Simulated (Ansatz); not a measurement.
# SrTe: the cell at several levels of theory

One table from this session's results is given with a row withheld; the runs are named, their logs left out.

The runs shown are made with Ansatz 0.2.0. PAW datasets, plane waves, zero pressure. The values are computed, spin-unpolarised, and not measurements.

## The structure to begin with

It is cubic, Fm-3m (No. 225); a = 6.712 Å in the conventional setting, 37.79 Å³ an atom. Near Sr stand 6 Te at 3.36 Å; near Te stand 6 Sr at 3.36 Å.

As a file:

```cif
data_structure
_symmetry_space_group_name_H-M 'P 1'
_symmetry_Int_Tables_number 1
_cell_length_a 4.7459
_cell_length_b 4.7459
_cell_length_c 4.7459
_cell_angle_alpha 60.000
_cell_angle_beta 60.000
_cell_angle_gamma 60.000
_cell_volume 75.58
loop_
_atom_site_label
_atom_site_type_symbol
_atom_site_fract_x
_atom_site_fract_y
_atom_site_fract_z
_atom_site_occupancy
Sr1 Sr 0.00000 0.00000 0.00000 1
Te1 Te 0.50000 0.50000 0.50000 1
```

The first run:

File input.yaml:

```yaml
crystal:
  lattice:
    - [0.0, 3.3558353104, 3.3558353104]
    - [3.3558353104, 0.0, 3.3558353104]
    - [3.3558353104, 3.3558353104, 0.0]
  atoms:
    - { symbol: Sr, position: [0.0, 0.0, 0.0] }
    - { symbol: Te, position: [0.5, 0.5, 0.5] }
kpoints:
  mp_grid: { grid: [6, 6, 6] }
hamiltonian:
  xc: pbe
scf:
  occupations: { method: fermi_dirac, width: 0.02 }
relax:
  f_tol: 0.005
  cell: {}
output:
  write_density: true
  write_potential: true
  elf: true
  volumetric_format: npy
```

The run is started by

```bash
> ansatz run input.yaml --threads 2 --pin off --max-ram 29491MiB --backend cpu --events-out ev --progress --plain --runs-dir out
```

Steps of the session up to this table: Relaxing with PBE; Relaxation with r2SCAN; Relaxing with PBEsol; Relaxing with LDA; Relaxing with HSE06.

One of the session's tables, all rows but one given; the rest of the session is left out.

It belongs to the step «The cells side by side». 

| level | a (Å) | volume (Å³/atom) |
| --- | --- | --- |
| PBE | 6.719 | 37.916 |
| r2SCAN | 6.705 | 37.685 |
| PBEsol | 6.607 | 36.045 |
| LDA | 6.528 | 34.769 |
| HSE06 | ? | ? |

Q: Estimate the row for HSE06 from the others.

**Answer.** a (Å): 6.699; volume (Å³/atom): 37.579. In the column «a (Å)» it lies between PBEsol (6.607) and r2SCAN (6.705).

In words: From the start to the first minimum the volume moved by +0.3 %. LDA gives the smallest cell and PBE the largest; they differ by 9.1 % in volume, a mean of 2.9 % in length. The meshes differ: PBE 6×6×6, r2SCAN 6×6×6, PBEsol 6×6×6, LDA 6×6×6, HSE06 4×4×4.
